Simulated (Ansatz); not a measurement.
**Mg2Sn (Fm-3m): a single-point run**

The task is a single-point run on Mg2Sn (Fm-3m). The structure is shown as the input types it.

Computed with Ansatz 0.2.0 (DFT r2SCAN, scalar-relativistic, plane waves, PAW, unless a step's input says otherwise).

**1. Starting point**

It takes space group Fm-3m (No. 225, cubic). The conventional cell has a = 6.761 Å, b = 6.761 Å, c = 6.761 Å, α = 90.00°, β = 90.00°, γ = 90.00°. Mg (site symmetry -43m) is surrounded by 4 Sn at 2.93 Å. Sn (site symmetry m-3m) has 8 Mg at 2.93 Å in its first shell of neighbours.

Structure file:

```xyz
3
Lattice="0.0000 3.3805 3.3805 3.3805 0.0000 3.3805 3.3805 3.3805 0.0000" Properties=species:S:1:pos:R:3 pbc="T T T"
Mg    1.6902    1.6902    1.6902
Mg    5.0707    5.0707    5.0707
Sn    0.0000    0.0000    0.0000
```

**2. The calculation**

input.yaml

```yaml
crystal:
  lattice:
    - [0.0, 3.3804988394, 3.3804988394]
    - [3.3804988394, 0.0, 3.3804988394]
    - [3.3804988394, 3.3804988394, 0.0]
  atoms:
    - { symbol: Mg, position: [0.25, 0.25, 0.25] }
    - { symbol: Mg, position: [0.75, 0.75, 0.75] }
    - { symbol: Sn, position: [0.0, 0.0, 0.0] }
basis:
  ecutwfc: 500
  ecutrho_ratio: 4
kpoints:
  mp_grid: { grid: [8, 8, 8] }
hamiltonian:
  xc: r2scan
scf:
  occupations: { method: fixed }
  max_iter: 75
output:
  forces: true
  stress: true
```

Run with:

```console
$ ansatz run input.yaml --threads 4 --pin off --max-ram 7168MiB --backend cpu --events-out ev --progress --plain --runs-dir out
```

**Question.** How will this run end, and is anything wrong with its input?

The run converged and reported no error. That alone doesn't make the input a sound one.

Fixed occupations are right only where a gap separates filled from empty bands at every k-point. This system has one (0.20 eV on the mesh), so they are sound here.

The occupations need no remedy; a run with other occupations serves as a check.
